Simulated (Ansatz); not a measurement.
## Si (P6_3/mmc), random displacements

The calculation used DFT LDA, scalar-relativistic, plane waves, PAW (Ansatz). Cutoff 420 eV, Γ-centred 12×12×6 k-points, Gaussian smearing of 0.03 eV. No spin polarisation. Energies are free energies at this smearing, counted from the undisturbed cell; pressure is positive in compression.

The undisturbed cell (relaxed at this level; this form isn't the usual structure):

```
Si
1.0
     3.80198    0.00000    0.00000
    -1.90099    3.29261    0.00000
     0.00000    0.00000    6.28912
Si
4
Direct
  0.33333 0.66667 0.06303
  0.66667 0.33333 0.56303
  0.33333 0.66667 0.43697
  0.66667 0.33333 0.93697
```

The atoms are displaced (Å, in the unstrained cell):

```tsv
atom	ux	uy	uz
Si1	0.062	0.097	-0.008
Si2	-0.018	-0.057	-0.006
Si3	-0.060	0.030	0.040
Si4	0.016	-0.070	-0.026
```

The cell is not strained.

**Question.** What are the energy change, the stress and the forces?

**Answer.** ΔE = 71.7 meV/atom; stress (xx, yy, zz, yz, xz, xy; compression positive) (-3.32, 6.42, -0.19, -1.43, -0.70, 0.09) GPa.
| atom | Fx (eV/Å) | Fy | Fz |
| --- | --- | --- | --- |
| Si1 | -0.42 | -2.42 | 0.57 |
| Si2 | -0.44 | 1.20 | 0.20 |
| Si3 | 0.53 | -1.17 | -0.79 |
| Si4 | 0.34 | 2.39 | 0.02 |

Cost: 1 run of about 0.7 core-minutes, on Arm Neoverse V1 (shared hosts).